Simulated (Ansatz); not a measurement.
Pd:

```xyz
1
Lattice="0.0000 1.9465 1.9465 1.9465 0.0000 1.9465 1.9465 1.9465 0.0000" Properties=species:S:1:pos:R:3 pbc="T T T"
Pd    0.0000    0.0000    0.0000
```

Base run:

```yaml
Program: Ansatz 0.2.0
Functional: r2SCAN
Potentials_or_basis: Ansatz PAW
Cutoff: "500 eV (not typed: the program's choice for these potentials)"
k_mesh: 12 × 12 × 12
Occupations: fermi-dirac, width 0.05 eV
Spin: spin-orbit coupling, no magnetisation
```

Its results: band gap on the k mesh none (metal or under the smearing width); pressure 2.1 GPa.

**Question.** The run is repeated on the same cell with these changes: functional from r2SCAN to PBE; cutoff from 500 eV (not typed: the program's choice for these potentials) to 420 eV (not typed: the program's choice for these potentials). What comes out?

**Answer.** Band gap on the k mesh none (metal or under the smearing width); pressure 7.0 GPa.

Caveats: the PAW data sets come from PBE, with cores solved anew for the run's functional, which leaves a small shift of forces and pressure (some runs).
